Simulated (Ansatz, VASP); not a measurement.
## HC2F (H-CC-F chair monolayer): VASP beside Ansatz

Wanted: the spread between two codes on one cell, functional and k mesh. The cell is taken from a series of runs on this material, whose earlier steps may have relaxed, scaled, displaced or heated it; both programs get it as it stands.

Program: Ansatz 0.2.0. Level of theory: plane waves, with VASP 6.6.1 beside it; single point at PBE with D3(BJ). Results are calculated unless marked as measured.

**1. The starting structure**

The cell holds 4 atoms: 1 F, 2 C and 1 H. Cell: a = 2.566 Å, b = 2.566 Å, c = 20.954 Å, α = 90.0°, β = 90.0°, γ = 120.0°. Vacuum lies along c.

**2. VASP: single point, PBE with D3(BJ)**

With cell and atoms fixed, the geometry can't cause a difference; cores, projectors, grids and the points listed under the comparison can.

Lines of VASP's logs that name or quote its potential files are left out, and so is its time.

The input, INCAR:

```
SYSTEM = HC2F
PREC = Accurate
ENCUT = 520
EDIFF = 1E-06
NELM = 120
ISMEAR = -1
SIGMA = 0.02585
LREAL = .FALSE.
ALGO = Normal
GGA = PE
IVDW = 12
NBANDS = 14
LORBIT = 11
LWAVE = .FALSE.
LCHARG = .FALSE.
ISIF = 2
LDIPOL = .TRUE.
IDIPOL = 3
DIPOL = 0.5 0.5 0.503
LVHAR = .TRUE.
LASPH = .TRUE.
GGA_COMPAT = .FALSE.
EFERMI = MIDGAP
NELMDL = -8
```

The input, POSCAR:

```
HC2F
1.0
    2.5660216478      0.0000000000      0.0000000000
   -1.2830108239      2.2222399337      0.0000000000
    0.0000000000      0.0000000000     20.9538939453
F C H
1 2 1
Direct
    0.6666666667      0.3333333333      0.4295144389
    0.6666666667      0.3333333333      0.4950725572
    0.3333333334      0.6666666666      0.5177727179
    0.3333333334      0.6666666666      0.5704855611
```

The input, KPOINTS:

```
Automatic mesh
0
Gamma
24 24 1
0 0 0
```

The projector-augmented-wave data sets are F, C and H (PBE family, release 64).

On the command line:

```sh
$ mpirun -np 1 vasp_std
```

Numbers of over 12 decimals in the logs are rounded to 6 here.

The log of the run:

```text
[banner, memory and clock lines left out]
running    1 mpi-ranks, on    1 nodes
 distrk:  each k-point on    1 cores,    1 groups
 distr:  one band on    1 cores,    1 groups

 POSCAR found type information on POSCAR F C H
 POSCAR found :  3 types and       4 ions
 LDA part: xc-table for (Slater+PW92), standard interpolation
 POSCAR, INCAR and KPOINTS ok, starting setup
 FFT: planning ... GRIDC
 FFT: planning ... GRID_SOFT
 FFT: planning ... GRID
 WAVECAR not read
 entering main loop
       N       E                     dE             d eps       ncg     rms          rms(c)
DAV:   1     0.135705078289E+03    0.13571E+03   -0.65160E+03  1732   0.889E+02
DAV:   2    -0.141290462412E+02   -0.14983E+03   -0.13169E+03  2860   0.213E+02
DAV:   3    -0.267367626348E+02   -0.12608E+02   -0.12487E+02  2310   0.775E+01
DAV:   4    -0.269311464832E+02   -0.19438E+00   -0.19380E+00  2304   0.111E+01
DAV:   5    -0.269348617786E+02   -0.37153E-02   -0.37013E-02  2172   0.143E+00
DAV:   6    -0.269349733643E+02   -0.11159E-03   -0.11158E-03  2266   0.231E-01
DAV:   7    -0.269349773413E+02   -0.39770E-05   -0.39769E-05  2232   0.375E-02
DAV:   8    -0.269349775389E+02   -0.19766E-06   -0.19767E-06  2006   0.744E-03    0.781E+00
DAV:   9    -0.257440114406E+02    0.11910E+01   -0.15415E+00  2302   0.108E+01    0.417E+00
DAV:  10    -0.254869159962E+02    0.25710E+00   -0.49203E-01  2350   0.528E+00    0.177E+00
DAV:  11    -0.254470859414E+02    0.39830E-01   -0.80312E-02  2286   0.229E+00    0.460E-01
DAV:  12    -0.254425573118E+02    0.45286E-02   -0.67394E-03  2406   0.844E-01    0.226E-01
DAV:  13    -0.254402123579E+02    0.23450E-02   -0.27569E-03  2368   0.429E-01    0.666E-02
DAV:  14    -0.254394038739E+02    0.80848E-03   -0.29845E-04  2350   0.219E-01    0.407E-02
[...]
DAV:  18    -0.254402962305E+02   -0.54667E-04   -0.75354E-06  2358   0.240E-02    0.816E-03
DAV:  19    -0.254404723423E+02   -0.17611E-03   -0.23711E-05  1870   0.316E-02    0.669E-03
DAV:  20    -0.254405126696E+02   -0.40327E-04   -0.29403E-06  1972   0.135E-02    0.372E-03
DAV:  21    -0.254405588945E+02   -0.46225E-04   -0.28297E-06  1782   0.992E-03    0.101E-03
DAV:  22    -0.254405813870E+02   -0.22492E-04   -0.82030E-07  1624   0.563E-03    0.845E-04
DAV:  23    -0.254405911094E+02   -0.97224E-05   -0.26689E-07  1468   0.339E-03    0.472E-04
DAV:  24    -0.254405944106E+02   -0.33012E-05   -0.11191E-07  1514   0.183E-03    0.211E-04
DAV:  25    -0.254405951449E+02   -0.73433E-06   -0.30217E-08  1472   0.101E-03
   1 F= -.25719427E+02 E0= -.25719427E+02  d E =-.913574E-24
```

From OUTCAR (step 2):

```text
ion  position               nearest neighbor table
   1  0.667  0.333  0.430-   2 1.37
   2  0.667  0.333  0.495-   1 1.37   3 1.56   3 1.56   3 1.56
   3  0.333  0.667  0.518-   4 1.10   2 1.56   2 1.56   2 1.56
   4  0.333  0.667  0.570-   3 1.10

  LATTYP: Found a hexagonal cell.
 ALAT       =     2.5660216478
 C/A-ratio  =     8.1659069257

 Subroutine GETGRP returns: Found  6 space group operations
 (whereof  6 operations were pure point group operations)

The static configuration has the point symmetry C_3v.

 Found     61 irreducible k-points:

   k-points           NKPTS =     61   k-points in BZ     NKDIM =     61   number of bands    NBANDS=     14

   dimension x,y,z NGX =    20 NGY =   20 NGZ =  160
   dimension x,y,z NGXF=    40 NGYF=   40 NGZF=  320

   ENCUT  =  520.0 eV  38.22 Ry    6.18 a.u.   4.77  4.77 38.96*2*pi/ulx,y,z

   NELECT =      16.0000    total number of electrons

 k-points in reciprocal lattice and weights: Automatic mesh
   0.00000000  0.00000000  0.00000000       0.002
   0.04166667 -0.00000000  0.00000000       0.010
   0.08333333  0.00000000  0.00000000       0.010
   0.12500000 -0.00000000  0.00000000       0.010
   0.16666667 -0.00000000  0.00000000       0.010
   0.20833333  0.00000000  0.00000000       0.010
   0.25000000 -0.00000000  0.00000000       0.010
   0.29166667 -0.00000000  0.00000000       0.010
   0.33333333  0.00000000  0.00000000       0.010
[...]
0.33333333  0.29166667  0.00000000       0.021
   0.33333333  0.33333333  0.00000000       0.003

 dipolmoment           0.000000      0.000000     -0.155285 electrons x Angstroem

 average (electrostatic) potential at core
       1 -82.9325       2 -59.5810       3 -58.1503       4 -41.6472

 E-fermi :  -2.6569

 k-point     1 :       0.0000    0.0000    0.0000
  band No.  band energies     occupation
    ...
      4      -8.7382      2.00000
      5      -7.0211      2.00000
      6      -7.0211      2.00000
      7      -3.9480      2.00000
      8      -3.9480      2.00000
      9      -1.3658      0.00000
     10       0.1428      0.00000
     11       1.3463      0.00000
     12       2.7352      0.00000
     13       4.0081      0.00000
    ...

 k-point     2 :       0.0417   -0.0000    0.0000
  band No.  band energies     occupation
    ...
      4      -8.7494      2.00000
      5      -7.1121      2.00000
      6      -7.0567      2.00000
      7      -4.0892      2.00000
      8      -3.9999      2.00000
      9      -1.3132      0.00000
     10       0.1974      0.00000
     11       1.4085      0.00000
     12       2.7968      0.00000
     13       3.9790      0.00000
    ...

 k-point     3 :       0.0833    0.0000    0.0000
  band No.  band energies     occupation
    ...
      4      -8.7933      2.00000
      5      -7.3732      2.00000
      6      -7.1614      2.00000
      7      -4.4610      2.00000
      8      -4.1408      2.00000
      9      -1.1600      0.00000
     10       0.3587      0.00000
     11       1.5842      0.00000
     12       2.9452      0.00000
     13       3.9636      0.00000
    ...

 Edisp (eV)   -0.27883

  Total      -0.02740    -0.02740     0.51894     0.00000     0.00000     0.00000
  in kB      -0.36737    -0.36737     6.95842     0.00000     0.00000     0.00000
  external pressure =        2.07 kB  Pullay stress =        0.00 kB

  energy-cutoff  :      520.00
  volume of cell :      119.49
      direct lattice vectors                 reciprocal lattice vectors
     2.566021648  0.000000000  0.000000000     0.389708326  0.224998207  0.000000000
    -1.283010824  2.222239934  0.000000000     0.000000000  0.449996413  0.000000000
     0.000000000  0.000000000 20.953893945     0.000000000  0.000000000  0.047723827

 POSITION                                       TOTAL-FORCE (eV/Angst)
 -----------------------------------------------------------------------------------
      1.28301      0.74075      9.00000        -0.000000      0.000000     -0.382430
      1.28301      0.74075     10.37370         0.000000     -0.000000      0.342912
      0.00000      1.48149     10.84935         0.000000     -0.000000      0.008235
      0.00000      1.48149     11.95389         0.000000     -0.000000      0.031283
 -----------------------------------------------------------------------------------
    total drift:                               -0.000002      0.000001     -0.000297

  FREE ENERGIE OF THE ION-ELECTRON SYSTEM (eV)
  ---------------------------------------------------
  free  energy   TOTEN  =       -25.7194265450 eV

  energy  without entropy=      -25.7194265450  energy(sigma->0) =      -25.71942655

 vacuum level on the upper side and lower side of the slab        -0.383         4.545

 total charge
# of ion       s       p       d       tot
------------------------------------------
    1        1.754   4.369   0.000   6.123
    2        0.820   1.638   0.000   2.458
    3        0.840   1.747   0.000   2.587
    4        0.648   0.043   0.000   0.690
--------------------------------------------------
tot          4.061   7.797   0.000  11.858

[... 3 further parts left out ...]
```

**3. Ansatz: single point, PBE with D3(BJ)**

Ansatz runs on its default PAW (the set named soft_2) files.

The same cell, functional, mesh and smearing now go to Ansatz, which takes its cutoff from its data sets.

The input, input.yaml:

```yaml
crystal:
  lattice:
    - [2.5660216478, 0.0, 0.0]
    - [-1.2830108239, 2.2222399337, 0.0]
    - [0.0, 0.0, 20.9538939453]
  atoms:
    - { symbol: F, position: [0.6666666667, 0.3333333333, 0.4295144389] }
    - { symbol: C, position: [0.6666666667, 0.3333333333, 0.4950725572] }
    - { symbol: C, position: [0.3333333333, 0.6666666667, 0.5177727179] }
    - { symbol: H, position: [0.3333333333, 0.6666666667, 0.5704855611] }
kpoints:
  mp_grid: { grid: [24, 24, 1] }
  band_path:
    path: [[0, 0, 0], [0.5, 0, 0], [0.33333333, 0.33333333, 0], [0, 0, 0]]
    npoints: 16
hamiltonian:
  xc: pbe
  dispersion: d3bj
scf:
  occupations: { method: fermi_dirac, width: 0.02585 }
  convergence: { dr2_threshold: 1.0e-10 }
efield:
  axis: 3
  dipole_correction: true
  ramp_position: 0.97
  ramp_width: 0.06
  amplitude: 0
output:
  dos: { projected: true, e_range: [-6, 5] }
  write_potential: true
  write_density: true
  volumetric_format: npy
  elf: true
```

On the command line:

```sh
$ ansatz run input.yaml --threads 2 --pin off --max-ram 3072MiB --backend cpu --events-out ev --progress --plain --runs-dir out
```

The log of the run:

```text
Engine: ansatz 0.2.0, aarch64-unknown-linux-gnu
Pseudopotentials: kind: paw
Pseudopotential: F, paw, valence charge 7, recommended cutoff 420 eV (normal), F.paw.azcp
Pseudopotential: C, paw, valence charge 4, recommended cutoff 420 eV (normal), C.paw.azcp
Pseudopotential: H, paw, valence charge 1, recommended cutoff 420 eV (normal), H.paw.azcp
Functional definition: PBE
  parameter kappa = 0.804
  parameter beta = 0.066725
  exchange = pbe_x(kappa = kappa, mu = beta*pi^2/3)
  correlation = pbe_c(beta = beta)
Crystal: 4 atoms, lattice volume = 119.486 Å³
Basis set: ecut = 420 eV, 2381 PW (Γ)
Bands: 12, of which v1, the nominal top of the filled ones, is band 8 counted from 1 (7 counted from 0)
Symmetry: 6 space group operations
Space group: P3m1 (ITA 156), of the structure as read, at distance tolerance 4.9e-5 Å
k-points: 61 of 576 (time reversal used)
Non-local potential: F, projectors of the file, l = 0: 2, l = 1: 2, l = 2: 1
Non-local potential: C, projectors of the file, l = 0: 2, l = 1: 2, l = 2: 1
Non-local potential: H, projectors of the file, l = 0: 2, l = 1: 1
PAW form: soft (Blöchl's): semilocal exchange-correlation on the pseudo side does not see the compensation charge
PAW one-centre angular grid: F, 110 points (default); XC on 64 Gauss nodes
PAW one-centre angular grid: C, 110 points (default); XC on 64 Gauss nodes
PAW one-centre angular grid: H, 110 points (default); XC on 64 Gauss nodes
Initial density: superposition of atomic densities (neutral atoms: chi_scale 0, normalization atom), corrected by the library's trained network
Initial wavefunctions: pseudopotential atomic-orbital guess
Functional: x = pbe(κ = 0.804, μ = 0.219515), c = pbe(β = 0.066725)
SCF iter   1: F=—  HF=-1325.477226 eV  |F-HF|=—  |Δ(HF+E_count)|=         —  Δρ=4.35e-3  dr2=4.50e-2  ethr=1.77e-3  p=0.108 e·Å  D=1.63e-1 V/Å  ΔV_dip=-3.42 eV  dr2_dipole=1.11e-2  V_vac-E_F(+/−)=2.95/6.37 eV  ⟨swp⟩=7.1  Hψ=5231  notcnv=0
efield: sawtooth ramp at fractional position 0.9700 (set: `efield.ramp_position`, or a place that a band, a saddle search or an elastic batch's reference lends), width 0.0600; the density the first Hamiltonian is built on has a dipole p = 0.108 e·Å; the dipole correction subtracts the counter field D = 1.63e-1 V/Å, which shifts the + side's vacuum level by -3.42 eV against the − side's; the planar-averaged density in the ramp window peaks in size at 3.0e-5 e/Å³
preconditioner: auto → none  [insulator: Δε(μ)=3.108 eV  Ē_g=16.489 eV  σ=0.026 eV  W_gap=1.00  n_scr=12 (ndim 8)  ℏωp=13.6 eV  f_vac=0.732  D(μ)=0.00/eV (n_scr^D=0)  ε∞_Penn≈1.7]
SCF iter   2: F=—  HF=-1325.483732 eV  |F-HF|=—  |Δ(HF+E_count)|=   6.51e-3  Δρ=6.18e-3  dr2=7.71e-2  ethr=2.81e-4  p=0.168 e·Å  D=2.55e-1 V/Å  ΔV_dip=-5.34 eV  dr2_dipole=1.00e-2  V_vac-E_F(+/−)=2.13/7.46 eV  ⟨swp⟩=3.8  Hψ=2106  notcnv=0
SCF iter   3: F=—  HF=-1325.467300 eV  |F-HF|=—  |Δ(HF+E_count)|=   1.64e-2  Δρ=2.04e-3  dr2=2.34e-3  ethr=2.81e-4  p=0.142 e·Å  D=2.15e-1 V/Å  ΔV_dip=-4.52 eV  dr2_dipole=3.78e-5  V_vac-E_F(+/−)=2.44/6.95 eV  ⟨swp⟩=3.3  Hψ=1460  notcnv=0
SCF iter   4: F=—  HF=-1325.467830 eV  |F-HF|=—  |Δ(HF+E_count)|=   5.30e-4  Δρ=4.14e-4  dr2=1.19e-4  ethr=1.46e-5  p=0.151 e·Å  D=2.28e-1 V/Å  ΔV_dip=-4.78 eV  dr2_dipole=6.97e-7  V_vac-E_F(+/−)=2.30/7.08 eV  ⟨swp⟩=3.6  Hψ=1811  notcnv=0
SCF iter   5: F=—  HF=-1325.467874 eV  |F-HF|=—  |Δ(HF+E_count)|=   4.36e-5  Δρ=1.06e-4  dr2=1.08e-5  ethr=7.42e-7  p=0.152 e·Å  D=2.30e-1 V/Å  ΔV_dip=-4.81 eV  dr2_dipole=7.86e-8  V_vac-E_F(+/−)=2.27/7.09 eV  ⟨swp⟩=2.3  Hψ=1471  notcnv=0
SCF iter   6: F=—  HF=-1325.467888 eV  |F-HF|=—  |Δ(HF+E_count)|=   1.44e-5  Δρ=2.97e-5  dr2=5.75e-7  ethr=6.75e-8  p=0.152 e·Å  D=2.30e-1 V/Å  ΔV_dip=-4.81 eV  dr2_dipole=6.91e-10  V_vac-E_F(+/−)=2.28/7.09 eV  ⟨swp⟩=2.3  Hψ=1329  notcnv=0
SCF iter   7: F=—  HF=-1325.467890 eV  |F-HF|=—  |Δ(HF+E_count)|=   1.97e-6  Δρ=1.12e-5  dr2=6.96e-8  ethr=3.59e-9  p=0.152 e·Å  D=2.30e-1 V/Å  ΔV_dip=-4.81 eV  dr2_dipole=3.84e-10  V_vac-E_F(+/−)=2.27/7.09 eV  ⟨swp⟩=2.1  Hψ=1180  notcnv=0
SCF iter   8: F=—  HF=-1325.467890 eV  |F-HF|=—  |Δ(HF+E_count)|=   4.06e-7  Δρ=3.55e-6  dr2=8.10e-9  ethr=4.35e-10  p=0.152 e·Å  D=2.30e-1 V/Å  ΔV_dip=-4.81 eV  dr2_dipole=6.06e-11  V_vac-E_F(+/−)=2.27/7.09 eV  ⟨swp⟩=2.0  Hψ=1194  notcnv=0
SCF iter   9: F=—  HF=-1325.467890 eV  |F-HF|=—  |Δ(HF+E_count)|=   2.60e-8  Δρ=6.30e-7  dr2=4.88e-10  ethr=5.07e-11  p=0.152 e·Å  D=2.30e-1 V/Å  ΔV_dip=-4.81 eV  dr2_dipole=7.98e-15  V_vac-E_F(+/−)=2.27/7.09 eV  ⟨swp⟩=2.3  Hψ=1274  notcnv=0
SCF iter  10: F=-1325.467890 eV  HF=-1325.467890 eV  |F-HF|=6.78e-11  |Δ(HF+E_count)|=  2.05e-11  Δρ=1.81e-7  dr2=1.43e-11  ethr=1.00e-12  p=0.152 e·Å  D=2.30e-1 V/Å  ΔV_dip=-4.81 eV  dr2_dipole=2.04e-14  V_vac-E_F(+/−)=2.27/7.09 eV  ⟨swp⟩=6.1  Hψ=2844  notcnv=0
SCF 1 converged in 10 iterations: F = -1325.467890 eV  dr2 = 1.43e-11
  greatest PAW one-centre occupation: 0.935 electrons in one spin orbital (limit 2), on the F atom at site 0 (counted from 0), in its partial waves of l = 0
NSCF: frozen V_eff on 49 k-points
efield: sawtooth ramp at fractional position 0.9700 (kept from the solve that this one continues, or follows in the run), width 0.0600; the density the first Hamiltonian is built on has a dipole p = 0.152 e·Å; the dipole correction subtracts the counter field D = 2.30e-1 V/Å, which shifts the + side's vacuum level by -4.81 eV against the − side's; the planar-averaged density in the ramp window peaks in size at 9.7e-6 e/Å³
WARN: The output density's exchange-correlation potential varies sharply where the density is thin. Do not read a vacuum level from v_tot or v_xc, or from such a field of the output density. On a cell that repeats whose density bears no net charge and no dipole along the vacuum's axis use v_es (v_loc + v_h of the components); under efield.dipole_correction with no amplitude use v_es + v_field, which holds any externa [...]
SCF converged after 10 iterations
Free energy (F): -1325.467890 eV
Harris-Foulkes:  -1325.467890 eV  (|F-HF|=6.78e-11)
Internal energy: -1325.467890 eV  (E = F + TS)
E sigma→0 (E₀):  -1325.467890 eV
Fermi energy:    -2.038321 eV
Dipole field:    D = 0.229789 V/Å  (p = 0.151734 e·Å, saw-weighted, corrected)
Work function:   Φ+ = 2.2739 eV   Φ− = 7.0888 eV
Levels:          The Fermi level and band energies are counted from a zero that moves with the ramp; work functions are not
--- Per-component energies (eV) ---
  E_band       = -192.480013
  E_kinetic    = 401.546088
  E_local      = -10563.938695  (includes V_loc(G=0)·N_el)
  E_nonlocal   = 128.220438
  E_hartree    = 5076.145149
  E_xc         = -184.645058
  E_vxc        = -232.724677  (∫ρ·V_xc dr)
  E_paw        = -399.220613  (= ΣΔE_a)
  E_vpaw       = -79.697909  (= ΣTr[D̂ρ^β])
  E_aug_tail   = 0.000709  (compensation charges beyond the density's cutoff)
  E_efield     = 0.017433  (sawtooth field / dipole correction)
  E_vefield    = 1.823782  (∫n·V_field dr)
  E_ewald      = 4216.685500
  E_disp       = -0.278842  (pairwise vdW)
  E_smearing   = -0.000000  (= −TS)
  E_closure    = 0.000000  (closes the sum)
  Σ components = -1325.467890   (vs F -1325.467890, Δ=0.00e0)
--- Band table (eV; the first three rows and the last of 61) ---
  k-point 0: bands = [... 4 lower, -6.4352, -6.4352, -3.3457, -3.3457, -0.7426, 0.7295, 2.0048, 3.3794]
  k-point 1: bands = [... 4 lower, -6.5250, -6.4702, -3.4882, -3.3980, -0.6901, 0.7840, 2.0674, 3.4405]
  k-point 2: bands = [... 4 lower, -6.7823, -6.5732, -3.8637, -3.5410, -0.5372, 0.9451, 2.2438, 3.5876]
  k-point 60: bands = [... 4 lower, -9.4301, -9.2832, -6.6944, -5.8080, 4.7369, 5.1124, 6.7024, 8.7858]
```

**4. Side by side**

Known differences besides the potentials themselves: the cutoff is 420 eV in Ansatz and 520 eV in VASP. Total energies have different zeros and are not compared.

The two programs side by side:

```csv
quantity,Ansatz,VASP,difference
gap on the k mesh (eV),2.603,2.582,+0.021
```

A gap on the mesh is an upper bound, since the band edges may lie between its points. With vacuum in the cell, a pressure given here is an average over mostly empty space and none of the material.

**5. Results**

* difference in gap on the k mesh (single point, PBE with D3(BJ)): 0.021 eV

**Reading.** The difference in gap on the k mesh is 0.021 eV (single point, PBE with D3(BJ)), within the 0.08 eV picked in this series as the mark of a large difference. How closely two codes agree says nothing of how well the functional describes the real material.

[Lines on the potential files, build, host, timing and source positions are cut from VASP's logs without a mark.]

[Logs are printed without paths, hosts, clocks, repeated set-up lines and the standing remarks that a program may print on its own settings, such as how far it seeks lower states.]

[Hosts, paths, dates, database ids (printed as entryN), source tags and the programs' standing remarks are cut or masked in the printed files.]
